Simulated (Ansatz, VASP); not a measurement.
Given: the input of a run of VASP 6.6.1 on P.

File INCAR:

```
SYSTEM = P
  PREC = Accurate
  ENCUT = 520
  EDIFF = 1E-7
  ISMEAR = -1
  SIGMA = 0.05
  LREAL = .False.
  LASPH = .True.
  NELM = 100
  ALGO = Normal
  ISIF = 2
  LWAVE = .False.
  LCHARG = .False.
  GGA = PE
  NBANDS = 12
```

File KPOINTS:

```
regular mesh
0
Gamma
  11 11 6
  0 0 0
```

File POSCAR:

```
P
1.0
    2.4246941115      0.0000000000      0.0000000000
    0.0000000000      2.4385351442      0.0000000000
   -0.0203144631      0.0000000000      4.8524328982
P
2
Direct
    0.0016850000     -0.0076760000      0.7560080000
    0.9949390000     -0.0000510000      0.2438230000
```

Potentials or basis: VASP PAW PBE potentials, release 64 (P).

Command:

```sh
$ cat potpaw_PBE.64/P/POTCAR > POTCAR
$ mpirun -np 1 vasp_std > vasp.out
```

Question: Translate it to Ansatz 0.2.0. Potentials there: Ansatz PAW.

Answer: As run (the cutoff follows the program's own potentials):

input.yaml

```yaml
crystal:
  lattice:
    - [2.4246941115, 0.0, 0.0]
    - [0.0, 2.4385351442, 0.0]
    - [-0.0203144631, 0.0, 4.8524328982]
  atoms:
    - { symbol: P, position: [0.001685, -0.007676, 0.756008] }
    - { symbol: P, position: [0.994939, -5.1e-05, 0.243823] }
hamiltonian:
  xc: pbe
  pseudopotentials: { kind: paw }
kpoints:
  mp_grid: { grid: [11, 11, 6] }
scf:
  occupations: { method: fermi_dirac, width: 0.05 }
output:
  forces: true
  stress: true
  eigenvalues: true
```

Potentials or basis: Ansatz PAW.

Launch:

```bash
$ ansatz run input.yaml --threads 2 --pin off --max-ram 5120MiB --backend cpu --events-out ev --progress --plain --runs-dir out
```

Both were run:

|  | VASP | Ansatz | Ansatz less VASP |
| --- | --- | --- | --- |
| gap on the k mesh at the Fermi level (eV) | none | none | - |
| pressure (GPa) | 2.2 | 2.5 | +0.30 |
| largest component of the traceless stress (GPa) | 1.30 | 1.26 | -0.037 |
| rms of the force components (eV/Å) | 0.061 | 0.067 | +0.0058 |

Atom by atom the forces differ by 0.006 eV/Å (rms over components). A gap of «none» marks a metal or a gap that the smearing closes.
